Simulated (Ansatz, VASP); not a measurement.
**CuO: VASP beside Ansatz**

File INCAR:

```
PREC     = Accurate       # precision mode
ENCUT    = 520            # plane-wave cutoff, eV
EDIFF    = 1E-7           # SCF threshold, eV
ISMEAR   = -1             # smearing method
SIGMA    = 0.05           # smearing width, eV
LREAL    = F              # projectors in reciprocal space
LASPH    = T              # aspherical terms in the spheres
NELM     = 60             # most SCF steps
ALGO     = Normal         # electronic algorithm
ISIF     = 2              # what is computed and relaxed
LWAVE    = F              # write WAVECAR
LCHARG   = F              # write CHGCAR
GGA      = PE             # functional
NBANDS   = 25             # bands
```

File KPOINTS:

```
Automatic mesh
0
Gamma
  9 9 5
```

The input POSCAR:

```
CuO
1.0
    2.0300165018     -2.1957871937      0.0000000000
    2.0300165018      2.1957871937      0.0000000000
    0.0000000000      0.0000000000      5.2570503003
Cu O
2 2
Direct
    0.5000000000      0.0000000000      0.0000000000
    0.0000000000      0.5000000000      0.5000000000
    0.5000000000      0.5000000000      0.2500000000
    0.5000000000      0.5000000000      0.7500000000
```

Contents of input.yaml:

```yaml
crystal:
  lattice:
    - [2.0300165018, -2.1957871937, 0.0]
    - [2.0300165018, 2.1957871937, 0.0]
    - [0.0, 0.0, 5.2570503003]
  atoms:
    - { symbol: Cu, position: [0.5, 0.0, 0.0] }
    - { symbol: Cu, position: [0.0, 0.5, 0.5] }
    - { symbol: O, position: [0.5, 0.5, 0.25] }
    - { symbol: O, position: [0.5, 0.5, 0.75] }
hamiltonian:
  xc: pbe
  pseudopotentials: { kind: paw }
kpoints:
  mp_grid: { grid: [9, 9, 5] }
scf:
  occupations: { method: fermi_dirac, width: 0.05 }
output:
  forces: true
  stress: true
  eigenvalues: true
  write_density: true
  write_potential: true
  elf: true
  volumetric_format: npy
```

Change from the starting cell: volume scaled by 1.06.

Alike in both runs: task single point; functional PBE; k mesh 9 × 9 × 5; occupations fermi-dirac, width 0.05 eV; no spin polarisation.

|  | VASP | Ansatz |
| --- | --- | --- |
| version | VASP 6.6.1 | Ansatz 0.2.0 |
| potentials or method | VASP PAW PBE potentials, release 64 (Cu, O) | Ansatz PAW |
| plane-wave cutoff (eV) | 520 | 420 |
| valence electrons in the cell | 34 | 50 |

|  | VASP | Ansatz | Ansatz less VASP |
| --- | --- | --- | --- |
| gap on the k mesh at the Fermi level (eV) | none | none | - |
| pressure (GPa) | -6.1 | -6.6 | -0.54 |
| largest component of the traceless stress (GPa) | 2.11 | 2.34 | +0.225 |

A gap of «none» marks a metal or a gap that the smearing closes. The two sets of potentials don't hold the same shells in valence.

Caveats: the run has no spin polarisation, though such a crystal can be magnetic; semilocal functionals often make such compounds metallic where correlation or magnetic order opens a gap, which also shifts bond lengths; the pressure holds a Pulay correction of +0.6 GPa for the finite cutoff (Ansatz).
